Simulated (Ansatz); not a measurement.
An element in the bcc structure gives these cold pressures by all-electron LAPW under PBE (Ansatz 0.2.0, scalar-relativistic, no spin polarisation).

```json
{"V (Å³/atom)": "7.82", "P (GPa)": "-0.02"}
{"V (Å³/atom)": "7.19", "P (GPa)": "11.85"}
{"V (Å³/atom)": "6.56", "P (GPa)": "28.8"}
{"V (Å³/atom)": "5.94", "P (GPa)": "53.5"}
{"V (Å³/atom)": "5.31", "P (GPa)": "90.4"}
{"V (Å³/atom)": "4.69", "P (GPa)": "147.1"}
{"V (Å³/atom)": "4.06", "P (GPa)": "238.2"}
{"V (Å³/atom)": "3.52", "P (GPa)": "369.2"}
```

Question: Which element is it?

Answer: Be. Its zero-pressure volume in this structure is near 7.8 Å³/atom; the volume and the steepness of P(V) together point to it, though neighbours can come close. This is the case that was computed; others weren't tested.
